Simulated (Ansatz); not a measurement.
# BN (Qingsongite): field gradients as cell or settings change

More tests of how the quadrupolar parameters of BN (Qingsongite) respond to changes of cell, atoms or settings. The cell is a structure deposited in the COD. Its positions were relaxed in an earlier run. Planned: functional LDA at the relaxed positions; functional PBEsol at the relaxed positions.

Method: DFT, PBE, plane-wave PAW, default files, scalar-relativistic, as far as a step names no other, in Ansatz 0.2.0.

1 further run of the same task is left out (it didn't finish).

**1. Starting point**

It takes space group F-43m (No. 216, cubic). The conventional cell has a = 3.615 Å, b = 3.615 Å, c = 3.615 Å, α = 90.00°, β = 90.00°, γ = 90.00°. Around B (site symmetry -43m) lie 4 N at 1.57 Å. N (site symmetry -43m) has 4 B at 1.57 Å as nearest neighbours.

Structure file:

```xyz
2
Lattice="0.0000 1.8075 1.8075 1.8075 0.0000 1.8075 1.8075 1.8075 0.0000" Properties=species:S:1:pos:R:3 pbc="T T T"
B     0.0000    0.0000    0.0000
N     0.9038    0.9038    0.9038
```

The earlier run gave: gap on the mesh 4.47 eV, largest force 0.000 eV/Å, pressure 3.0 GPa.

Site by site (atoms counted from 1):

| site | atoms | first shell | V_zz (10²¹ V/m²) | η | C_Q (MHz) |
| --- | --- | --- | --- | --- | --- |
| B | 1 | 4 N at 1.57 Å | 0.00 | – | 0 (¹¹B) |
| N | 2 | 4 B at 1.57 Å | 0.00 | – | 0 (¹⁴N) |

C_Q = eQV_zz/h, which is 24.18 MHz for Q = 1 b and V_zz = 10²¹ V/m²; η = (V_xx − V_yy)/V_zz. Nuclear quadrupole moments: year-2017 set (Pyykkö).

**2. Functional LDA at the relaxed positions**

File input.yaml:

```yaml
crystal:
  lattice:
    - [0.0, 1.8075, 1.8075]
    - [1.8075, 0.0, 1.8075]
    - [1.8075, 1.8075, 0.0]
  atoms:
    - { symbol: B, position: [0.0, 0.0, 0.0] }
    - { symbol: "N", position: [0.25, 0.25, 0.25] }
kpoints:
  mp_grid: { grid: [14, 14, 14] }
scf:
  occupations: { method: fermi_dirac, width: 0.02 }
hamiltonian:
  xc: lda
  pseudopotentials: { kind: paw }
output:
  forces: true
  stress: true
  populations: true
  efg:
    quadrupole_moments_barn: { B: 0.04059, "N": 0.02044 }
    contact_densities: true
  write_density: true
  write_potential: true
  elf: true
  volumetric_format: npy
```

On the command line:

```console
> ansatz run input.yaml --threads 1 --pin off --max-ram 3072MiB --backend cpu --events-out ev --progress --plain --runs-dir out
```

Log:

```text
Warning: RAYON_NUM_THREADS=1 ignored (pool sized by the plan → 1); use --threads N
Engine: ansatz 0.2.0, x86_64-unknown-linux-gnu
Pseudopotentials: kind: paw
Pseudopotential: B, paw, valence charge 3, recommended cutoff 420 eV (normal), B.paw.azcp
Pseudopotential: N, paw, valence charge 5, recommended cutoff 420 eV (normal), N.paw.azcp
Functional definition: SPW92
  exchange = slater_x
  correlation = pw_c
Crystal: 2 atoms, lattice volume = 11.810 Å³
Basis set: ecut = 420 eV, 259 PW (Γ)
Bands: 8, of which v1, the nominal top of the filled ones, is band 4 counted from 1 (3 counted from 0)
Symmetry: 24 space group operations
Space group: F-43m (ITA 216), of the structure as read, at distance tolerance 2.3e-5 Å
k-points: 104 of 2744 (time reversal used)
Non-local potential: B, projectors of the file, l = 0: 2, l = 1: 2, l = 2: 1
Non-local potential: N, projectors of the file, l = 0: 2, l = 1: 2, l = 2: 1
PAW form: soft (Blöchl's): semilocal exchange-correlation on the pseudo side does not see the compensation charge
PAW frozen core: B, regenerated for the run's functional, and the local potential with it (the file was generated under x = pbe(κ = 0.804, μ = 0.2195149727645171), c = pbe(β = 0.06672455060314922))
PAW frozen core: N, regenerated for the run's functional, and the local potential with it (the file was generated under x = pbe(κ = 0.804, μ = 0.2195149727645171), c = pbe(β = 0.06672455060314922))
PAW one-centre angular grid: B, 110 points (default); XC on 64 Gauss nodes
PAW one-centre angular grid: N, 110 points (default); XC on 64 Gauss nodes
Initial density: superposition of atomic densities (neutral atoms: chi_scale 0, normalization atom), corrected by the library's trained network
Initial wavefunctions: pseudopotential atomic-orbital guess
Functional: x = slater, c = lda
SCF iter   1: F=—  HF=-526.458431 eV  |F-HF|=—  |Δ(HF+E_count)|=         —  Δρ=7.35e-3  dr2=4.65e-3  ethr=1.77e-3  ⟨swp⟩=4.7  Hψ=5326  notcnv=0
preconditioner: auto → none  [insulator: Δε(μ)=4.305 eV  Ē_g=19.816 eV  σ=0.020 eV  W_gap=1.00  n_scr=0 (ndim 8)  ℏωp=30.6 eV  f_vac=0.000  D(μ)=0.00/eV (n_scr^D=0)  ε∞_Penn≈3.4]
SCF iter   2: F=—  HF=-526.457161 eV  |F-HF|=—  |Δ(HF+E_count)|=   1.27e-3  Δρ=3.21e-3  dr2=4.44e-4  ethr=5.81e-5  ⟨swp⟩=2.1  Hψ=2121  notcnv=0
SCF iter   3: F=—  HF=-526.457024 eV  |F-HF|=—  |Δ(HF+E_count)|=   1.37e-4  Δρ=1.35e-3  dr2=7.38e-5  ethr=5.55e-6  ⟨swp⟩=2.7  Hψ=1415  notcnv=0
SCF iter   4: F=—  HF=-526.457003 eV  |F-HF|=—  |Δ(HF+E_count)|=   2.08e-5  Δρ=3.82e-4  dr2=5.97e-6  ethr=9.22e-7  ⟨swp⟩=1.0  Hψ=832  notcnv=0
SCF iter   5: F=—  HF=-526.457001 eV  |F-HF|=—  |Δ(HF+E_count)|=   1.69e-6  Δρ=5.12e-5  dr2=1.14e-7  ethr=7.47e-8  ⟨swp⟩=1.0  Hψ=835  notcnv=0
SCF iter   6: F=-526.457001 eV  HF=-526.457001 eV  |F-HF|=3.04e-11  |Δ(HF+E_count)|=   1.27e-8  Δρ=2.97e-6  dr2=3.65e-10  ethr=1.25e-9  ⟨swp⟩=7.2  Hψ=3939  notcnv=0
SCF 1 converged in 6 iterations: F = -526.457001 eV  dr2 = 3.65e-10
SCF converged after 6 iterations
Free energy (F): -526.457001 eV
Harris-Foulkes:  -526.457001 eV  (|F-HF|=3.04e-11)
Internal energy: -526.457001 eV  (E = F + TS)
E sigma→0 (E₀):  -526.457001 eV
Fermi energy:    13.103087 eV
--- Per-component energies (eV) ---
  E_band       = 24.804270
  E_kinetic    = 185.140842
  E_local      = -176.546561  (includes V_loc(G=0)·N_el)
  E_nonlocal   = 58.499378
  E_hartree    = 48.600771
  E_xc         = -92.553480
  E_vxc        = -115.538618  (∫ρ·V_xc dr)
  E_paw        = -191.339278  (= ΣΔE_a)
  E_vpaw       = -23.952537  (= ΣTr[D̂ρ^β])
  E_aug_tail   = 0.000099  (compensation charges beyond the density's cutoff)
  E_ewald      = -358.384650
  E_core_change = 0.125878  (= ΣΔE_core)
  E_smearing   = -0.000000  (= −TS)
  E_closure    = -0.000000  (closes the sum)
  Σ components = -526.457001   (vs F -526.457001, Δ=0.00e0)
--- Forces (eV/Å), atoms counted from 1 ---
  atom   1  B      0.00000000    -0.00000000    -0.00000000
  atom   2  N     -0.00000000     0.00000000     0.00000000
  max |Σ_I F_I| component: 5.64e-16 eV/Å
--- Stress (GPa, compression-positive) ---
      -10.966446      -0.000000      -0.000000
       -0.000000     -10.966446       0.000000
       -0.000000       0.000000     -10.966446
  P = ⅓ Tr σ = -10.9664 GPa (-109.664 kbar)
--- PAW observables at the nuclei: V_zz in 10²¹ V/m², potentials from the cell's mean, atoms counted from 1 ---
  atom   1  B  V_zz =    +0.000000   η = 0.0000   by run symmetry: forbidden   C_q = +0.0000 MHz
            electrostatic potential = -327.743112 V   contact ρ = 475.125865 e/Å³
  atom   2  N  V_zz =    +0.000000   η = 0.0000   by run symmetry: forbidden   C_q = +0.0000 MHz
            electrostatic potential = -517.766603 V   contact ρ = 1387.453817 e/Å³
--- Band table (eV; the first three rows and the last of 104) ---
  k-point 0: bands = ["-9.1515", "10.9225", "10.9225", "10.9225", "19.6195", "19.6195", "19.6195", "21.3341"]
  k-point 1: bands = ["-9.0267", "10.2447", "10.7875", "10.7875", "19.7969", "19.8239", "19.8239", "21.7332"]
  k-point 2: bands = ["-8.6554", "8.5938", "10.4415", "10.4415", "20.1035", "20.3320", "20.3320", "22.7455"]
  k-point 103: bands = ["-3.1786", "3.1960", "4.1547", "4.4347", "19.9107", "24.2640", "24.5836", "26.4356"]
--- Löwdin populations: 2 sites ---
  site symbol       q [e]
     0      B      2.7110
     1      N      5.2617
  spilling = 0.003402 (of n_electrons = 8.000000)
```

Run time: 1.9 s. Hardware: 1 thread of Intel Xeon Platinum 8488C (Sapphire Rapids), shared host; peak memory 0.35 GiB.

At the end: gap on the mesh 4.36 eV, largest force 0.000 eV/Å, pressure -11.0 GPa.

Like atoms gathered into sites:

| site | atoms | first shell | V_zz (10²¹ V/m²) | η | C_Q (MHz) |
| --- | --- | --- | --- | --- | --- |
| B | 1 | 4 N at 1.57 Å | 0.00 | – | 0 (¹¹B) |
| N | 2 | 4 B at 1.57 Å | 0.00 | – | 0 (¹⁴N) |

Axes a, b and c in the maps are those of this run's conventional cell (a, b, c = 3.615, 3.615, 3.615 Å).

Density in a lattice plane of the grid's cell (edges 3.62 and 3.62 Å, at 0.000 of the third edge), which holds B.

Values in e/Å³, 12 rows by 12 columns:
```
0.55 0.69 0.66 0.44 0.26 0.16 0.12 0.16 0.26 0.44 0.66 0.69
0.64 0.66 0.64 0.52 0.37 0.26 0.21 0.26 0.37 0.52 0.64 0.66
0.39 0.44 0.52 0.56 0.52 0.44 0.39 0.44 0.52 0.56 0.52 0.44
0.21 0.26 0.37 0.52 0.64 0.66 0.64 0.66 0.64 0.52 0.37 0.26
0.12 0.16 0.26 0.44 0.66 0.69 0.55 0.69 0.66 0.44 0.26 0.16
0.09 0.12 0.21 0.39 0.64 0.55 0.22 0.55 0.64 0.39 0.21 0.12
0.12 0.16 0.26 0.44 0.66 0.69 0.55 0.69 0.66 0.44 0.26 0.16
0.21 0.26 0.37 0.52 0.64 0.66 0.64 0.66 0.64 0.52 0.37 0.26
0.39 0.44 0.52 0.56 0.52 0.44 0.39 0.44 0.52 0.56 0.52 0.44
0.64 0.66 0.64 0.52 0.37 0.26 0.21 0.26 0.37 0.52 0.64 0.66
0.55 0.69 0.66 0.44 0.26 0.16 0.12 0.16 0.26 0.44 0.66 0.69
0.22 0.55 0.64 0.39 0.21 0.12 0.09 0.12 0.21 0.39 0.64 0.55
```
Columns run along the first of these edges and rows up along the second, over one cell in 12 and 12 even steps from the bottom left corner. Atoms in the plane (fractional): B at (0.00, 0.00), B at (0.50, 0.50).

ELF in the same plane.

Ten even steps from ' ' (0.00) to '@' (0.67):
```
    ::==****++--::..          ..::--++****==::  
..::++##%%%%**++--::..      ..::--++**%%%%##++::
==++##@@@@@@%%**++--::......::--++**%%@@@@@@##++
++**##@@@@@@%%%%##++==--::--==++##%%@@@@@@@@##**
====**##%%@@@@@@%%##**======**##%%@@@@@@%%##**==
::--==++##%%@@@@@@@@##**++**##@@@@@@%%%%##++==--
....::--++**%%@@@@@@##++==++##@@@@@@%%**++--::..
    ..::--++**%%%%##++--..--++##%%%%**++--::..  
      ..::--++****==::      ::==****++--::..    
        ..::==++++--..      ..::++++==::..      
      ..::--++****==::      ::==****++--::..    
    ..::--++**%%%%##++::..::++##%%%%**++--::..  
....::--++**%%@@@@@@##++==++##@@@@@@%%**++--::..
::--==++##%%@@@@@@@@##**++**##@@@@@@%%%%##++==--
====**##%%@@@@@@%%##**======**##%%@@@@@@%%##**==
++**##@@@@@@%%%%##++==--::--==++##%%@@@@@@@@##**
==++##@@@@@@%%**++--::......::--++**%%@@@@@@##++
..--++##%%%%**++--::..      ..::--++**%%%%##++--
    ::==****++--::..          ..::--++****==::  
    ..::++++==::..              ..::==++++--..  
```
Columns run along the first of these edges and rows up along the second, over one cell in 24 and 20 even steps from the bottom left corner. Atoms in the plane (fractional): B at (0.00, 0.00), B at (0.50, 0.50).

Both are smooth fields of the valence electrons: close to the nuclei they are not physical.

Outside the cores ELF peaks at 0.92 on the B–N line, 0.7 Å from B.

**3. Functional PBEsol at the relaxed positions**

input.yaml: that of step 2 with these lines changed.

```diff
@@ -13,3 +13,3 @@
 hamiltonian:
-  xc: lda
+  xc: pbesol
   pseudopotentials: { kind: paw }
```

On the command line:

```console
> ansatz run input.yaml --threads 1 --pin off --max-ram 3072MiB --backend cpu --events-out ev --progress --plain --runs-dir out
```

Log:

```text
Warning: RAYON_NUM_THREADS=1 ignored (pool sized by the plan → 1); use --threads N
Engine: ansatz 0.2.0, x86_64-unknown-linux-gnu
Pseudopotentials: kind: paw
Pseudopotential: B, paw, valence charge 3, recommended cutoff 420 eV (normal), B.paw.azcp
Pseudopotential: N, paw, valence charge 5, recommended cutoff 420 eV (normal), N.paw.azcp
Functional definition: PBEsol
  exchange = pbesol_x
  correlation = pbesol_c
Crystal: 2 atoms, lattice volume = 11.810 Å³
Basis set: ecut = 420 eV, 259 PW (Γ), exchange–correlation on 36×36×36 points (8 copies of the dense FFT grid, shifted against one another)
Bands: 8, of which v1, the nominal top of the filled ones, is band 4 counted from 1 (3 counted from 0)
Symmetry: 24 space group operations
Space group: F-43m (ITA 216), of the structure as read, at distance tolerance 2.3e-5 Å
k-points: 104 of 2744 (time reversal used)
Non-local potential: B, projectors of the file, l = 0: 2, l = 1: 2, l = 2: 1
Non-local potential: N, projectors of the file, l = 0: 2, l = 1: 2, l = 2: 1
PAW form: soft (Blöchl's): semilocal exchange-correlation on the pseudo side does not see the compensation charge
PAW frozen core: B, regenerated for the run's functional, and the local potential with it (the file was generated under x = pbe(κ = 0.804, μ = 0.2195149727645171), c = pbe(β = 0.06672455060314922))
PAW frozen core: N, regenerated for the run's functional, and the local potential with it (the file was generated under x = pbe(κ = 0.804, μ = 0.2195149727645171), c = pbe(β = 0.06672455060314922))
PAW one-centre angular grid: B, 110 points (default); XC on 64 Gauss nodes
PAW one-centre angular grid: N, 110 points (default); XC on 64 Gauss nodes
Initial density: superposition of atomic densities (neutral atoms: chi_scale 0, normalization atom), corrected by the library's trained network
Initial wavefunctions: pseudopotential atomic-orbital guess
Functional: x = pbesol(κ = 0.804, μ = 0.12345679012345678), c = pbesol(β = 0.046)
SCF iter   1: F=—  HF=-533.838050 eV  |F-HF|=—  |Δ(HF+E_count)|=         —  Δρ=8.93e-3  dr2=7.24e-3  ethr=1.77e-3  ⟨swp⟩=4.7  Hψ=5345  notcnv=0
preconditioner: auto → none  [insulator: Δε(μ)=4.209 eV  Ē_g=19.921 eV  σ=0.020 eV  W_gap=1.00  n_scr=0 (ndim 8)  ℏωp=30.6 eV  f_vac=0.000  D(μ)=0.00/eV (n_scr^D=0)  ε∞_Penn≈3.4]
SCF iter   2: F=—  HF=-533.835858 eV  |F-HF|=—  |Δ(HF+E_count)|=   2.19e-3  Δρ=2.54e-3  dr2=5.85e-4  ethr=9.05e-5  ⟨swp⟩=2.3  Hψ=2183  notcnv=0
SCF iter   3: F=—  HF=-533.835688 eV  |F-HF|=—  |Δ(HF+E_count)|=   1.71e-4  Δρ=8.35e-4  dr2=5.95e-5  ethr=7.32e-6  ⟨swp⟩=2.9  Hψ=1389  notcnv=0
SCF iter   4: F=—  HF=-533.835675 eV  |F-HF|=—  |Δ(HF+E_count)|=   1.25e-5  Δρ=1.53e-4  dr2=1.52e-6  ethr=7.44e-7  ⟨swp⟩=2.0  Hψ=1248  notcnv=0
iter 5 did not close the SCF: its close was put off for the readings that it lacked (scf_convergence_deferred on its scf_iter line)
SCF iter   5: F=-533.835675 eV  HF=-533.835675 eV  |F-HF|=2.36e-9  |Δ(HF+E_count)|=   1.48e-7  Δρ=9.65e-6  dr2=4.17e-9  ethr=1.91e-8  ⟨swp⟩=2.0  Hψ=1241  notcnv=0
SCF iter   6: F=-533.835675 eV  HF=-533.835675 eV  |F-HF|=2.36e-11  |Δ(HF+E_count)|=   2.83e-9  Δρ=7.96e-7  dr2=1.64e-11  ethr=5.21e-11  ⟨swp⟩=4.2  Hψ=3865  notcnv=0
SCF 1 converged in 6 iterations: F = -533.835675 eV  dr2 = 1.64e-11
SCF converged after 6 iterations
Free energy (F): -533.835675 eV
Harris-Foulkes:  -533.835675 eV  (|F-HF|=2.36e-11)
Internal energy: -533.835675 eV  (E = F + TS)
E sigma→0 (E₀):  -533.835675 eV
Fermi energy:    13.279028 eV
--- Per-component energies (eV) ---
  E_band       = 25.910048
  E_kinetic    = 184.960465
  E_local      = -174.378967  (includes V_loc(G=0)·N_el)
  E_nonlocal   = 56.699625
  E_hartree    = 48.432357
  E_xc         = -92.666732
  E_vxc        = -115.684170  (∫ρ·V_xc dr)
  E_paw        = -198.540684  (= ΣΔE_a)
  E_vpaw       = -22.551742  (= ΣTr[D̂ρ^β])
  E_aug_tail   = 0.000100  (compensation charges beyond the density's cutoff)
  E_ewald      = -358.384650
  E_core_change = 0.042810  (= ΣΔE_core)
  E_smearing   = -0.000000  (= −TS)
  E_closure    = 0.000000  (closes the sum)
  Σ components = -533.835675   (vs F -533.835675, Δ=0.00e0)
--- Forces (eV/Å), atoms counted from 1 ---
  atom   1  B      0.00000000    -0.00000000     0.00000000
  atom   2  N     -0.00000000    -0.00000000    -0.00000000
  max |Σ_I F_I| component: 6.29e-16 eV/Å
--- Stress (GPa, compression-positive) ---
       -2.943229       0.000000      -0.000000
       -0.000000      -2.943229       0.000000
       -0.000000       0.000000      -2.943229
  P = ⅓ Tr σ = -2.9432 GPa (-29.432 kbar)
--- PAW observables at the nuclei: V_zz in 10²¹ V/m², potentials from the cell's mean, atoms counted from 1 ---
  atom   1  B  V_zz =    +0.000000   η = 0.0000   by run symmetry: forbidden   C_q = +0.0000 MHz
            electrostatic potential = -327.574513 V   contact ρ = 481.164642 e/Å³
  atom   2  N  V_zz =    -0.000000   η = 0.0000   by run symmetry: forbidden   C_q = -0.0000 MHz
            electrostatic potential = -517.543223 V   contact ρ = 1401.098775 e/Å³
--- Band table (eV; the first three rows and the last of 104) ---
  k-point 0: bands = ["-9.1180", "11.1341", "11.1341", "11.1341", "19.9043", "19.9043", "19.9043", "21.3751"]
  k-point 1: bands = ["-8.9930", "10.4450", "10.9989", "10.9989", "20.0582", "20.1098", "20.1098", "21.8066"]
  k-point 2: bands = ["-8.6212", "8.7728", "10.6523", "10.6523", "20.3164", "20.6201", "20.6201", "22.8835"]
  k-point 103: bands = ["-3.1648", "3.3255", "4.3318", "4.6231", "20.1142", "24.4879", "24.8334", "26.7011"]
--- Löwdin populations: 2 sites ---
  site symbol       q [e]
     0      B      2.7041
     1      N      5.2689
  spilling = 0.003368 (of n_electrons = 8.000000)
```

Run time: 1.9 s. Hardware: 1 thread of Intel Xeon Platinum 8488C (Sapphire Rapids), shared host; peak memory 0.36 GiB.

At the end: gap on the mesh 4.29 eV, largest force 0.000 eV/Å, pressure -2.9 GPa.

Against step 2 (V_zz in 10²¹ V/m²):

```csv
site,atoms,"V_zz, LDA","V_zz, PBEsol","η, LDA","η, PBEsol"
B,1,0.00,0.00,–,–
N,2,0.00,0.00,–,–
```

**4. What came out**

| quantity | value |
| --- | --- |
| state (step 1) | gap on the mesh 4.47 eV, largest force 0.000 eV/Å, pressure 3.0 GPa |
| V_zz by site, step 1 (10²¹ V/m²) | all zero by symmetry |
| contact density, step 1 (a₀⁻³) | B 72.0, N 209.1 |

**Reading.** All gradients vanish by symmetry in step 1.

The gaps are Kohn-Sham values of a semilocal functional, not quasiparticle or optical gaps. Such gaps usually fall short of the measured ones.
